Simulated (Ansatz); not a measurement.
## Sb: frozen-core PAW against all-electron methods

```yaml
crystal:
  lattice:
    - [-1.50500, 1.50500, 2.48000]
    - [1.50500, -1.50500, 2.48000]
    - [1.50500, 1.50500, -2.48000]
  atoms:
    - { symbol: Sb, position: [0.00000, 0.00000, 0.00000] }
```

The geometry is COD entry 9013010, unchecked; take it as a test cell.

Spin–orbit coupling is left out, though it moves levels of the heavy atoms by tenths of an eV or more.

All numbers are computed: DFT, PBEsol, PAW with Ansatz's default frozen-core files, scalar-relativistic (Ansatz 0.2.0); DFT, PBEsol, all-electron LAPW, scalar-relativistic (Ansatz 0.2.0).

For PAW: a Γ-centred 13×13×15 k mesh, Fermi–Dirac smearing of 0.03 eV, cutoff 420 eV, no spin polarisation; the PAW files were made with PBE, and the program remakes their frozen cores for this functional; this mesh doesn't keep the crystal's whole symmetry, which leaves small spurious terms. LAPW targets a basis error of 0.25 meV/atom. The Ansatz runs share mesh, smearing and spin set-up. Plane-wave (PAW) pressures include the program's estimate of the Pulay term.

Stress and pressure are positive in compression.

Levels count from the Fermi level.

| quantity | PAW | LAPW |
| --- | --- | --- |
| pressure (GPa) | 15.16 | 15.18 |
| stress xx (GPa) | 15.96 | 15.98 |
| stress zz (GPa) | 13.58 | 13.59 |
| stress yz (GPa) | -0.10 | -0.10 |
| stress xz (GPa) | -0.10 | -0.10 |
| stress xy (GPa) | 0.15 | 0.15 |
| highest filled level at Γ (eV) | -14.540 | -14.538 |
| lowest empty level at Γ (eV) | 6.468 | 6.465 |
| highest filled level at M (eV) | -6.773 | -6.774 |
| lowest empty level at M (eV) | 1.968 | 1.965 |

PAW's pressure differs from the LAPW value by about 0.01 GPa or less.
